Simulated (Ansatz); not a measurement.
Sn: relaxation of cell and atoms with PBEsol+D3(BJ)

The system is Sn.

```
CELL_PARAMETERS angstrom
0.00000 3.23334 3.23334
3.23334 0.00000 3.23334
3.23334 3.23334 0.00000
ATOMIC_POSITIONS crystal
Sn 0.75000 0.75000 0.75000
Sn 0.50000 0.50000 0.50000
```

This isn't the form of Sn at room conditions, which is tetragonal (white tin).

```yaml
Program: Ansatz 0.2.0
Task: relaxation of cell and atoms
Functional: PBEsol
Dispersion: D3(BJ)
Potentials_or_basis: all-electron LAPW, scalar-relativistic
Basis_error_allowed: 0.001 eV/atom
k_mesh: 7 × 7 × 7
Occupations: fermi-dirac, width 0.05 eV
Spin: no spin polarisation
```

```json
{
  "Relaxed volume": "33.88 Å³/atom",
  "Relaxed cell": "a = 4.576 Å, b = 4.576 Å, c = 4.576 Å, α = 60.00°, β = 60.00°, γ = 60.00°",
  "Space group after relaxing (to 0.05 Å)": "Fd-3m (No. 227)",
  "Energy gained by relaxing": "0.0 meV/atom",
  "Ionic steps": "4",
  "Pressure after relaxing": "0.0 GPa"
}
```

Final structure:
```cif
data_structure
_symmetry_space_group_name_H-M 'P 1'
_symmetry_Int_Tables_number 1
_cell_length_a 4.5759
_cell_length_b 4.5759
_cell_length_c 4.5759
_cell_angle_alpha 60.000
_cell_angle_beta 60.000
_cell_angle_gamma 60.000
_cell_volume 67.75
loop_
_atom_site_label
_atom_site_type_symbol
_atom_site_fract_x
_atom_site_fract_y
_atom_site_fract_z
_atom_site_occupancy
Sn1 Sn 0.75000 0.75000 0.75000 1
Sn2 Sn 0.50000 0.50000 0.50000 1
```

Wall time 18 s on 1 thread of Arm Neoverse V1, on a shared host, peak memory 0.3 GiB.
